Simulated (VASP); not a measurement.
A run of VASP 6.6.1 is set up as follows.

INCAR

```
SYSTEM = S
  PREC = Accurate
  ENCUT = 520
  EDIFF = 1E-7
  ISMEAR = 0
  SIGMA = 0.1
  LREAL = .FALSE.
  LASPH = .TRUE.
  NELM = 120
  ALGO = Normal
  ISIF = 3
  LWAVE = .FALSE.
  LCHARG = .FALSE.
  GGA = PE
  IBRION = 2
  NSW = 60
  EDIFFG = -0.005
  POTIM = 0.3
  KPAR = 2
```

KPOINTS

```
Automatic mesh
0
G
  5 5 6
  0 0 0
```

Contents of POSCAR:

```
S                                       
1.0
    8.7580869340      0.0000000000      0.0000000000
   -4.3790434670      7.5847257819     -0.0000000000
   -0.0000000000      0.0000000000      4.4053211815
  S             
     9
Direct
     0.7506432460732099    0.3124641092598741    0.6064826683411240
     0.6875358907407040    0.4381791368149132    0.2731493383411215
     0.5618208631860865    0.2493567539252126    0.9398159983411190
     0.3124641092608734    0.7506432460747876    0.3935173316588764
     0.4381791368133355    0.6875358907401257    0.7268506616588781
     0.2493567539257910    0.5618208631850868    0.0601840016588813
     0.9036608193270360    0.0000000000000000    0.1666666699999979
     0.9999999999990571    0.9036608193251500    0.8333333300000021
     0.0963391806739072    0.0963391806748500    0.5000000000000000
```

Potentials or basis: VASP PAW PBE potentials, release 64 (S).

The run is started by

```console
$ cat potpaw_PBE.64/S/POTCAR > POTCAR
$ mpirun -np 2 vasp_std > vasp.out
```

Problem. Estimate the space group after relaxing (to 0.05 Å).

Solution. P3_221 (No. 154).

Problem. What does it give for the relaxed cell?

Solution. a = 8.759 Å, b = 8.759 Å, c = 4.403 Å, α = 90.00°, β = 90.00°, γ = 120.00°.

Forces in eV/Å, atoms in the order of the input:
```
S    0.001  0.005 -0.001
S   -0.005 -0.001 -0.001
S    0.003 -0.004 -0.001
S    0.003  0.004  0.001
S    0.001 -0.005  0.001
S   -0.005  0.001  0.001
S    0.002  0.000  0.000
S   -0.001  0.002  0.000
S   -0.001 -0.002  0.000
```
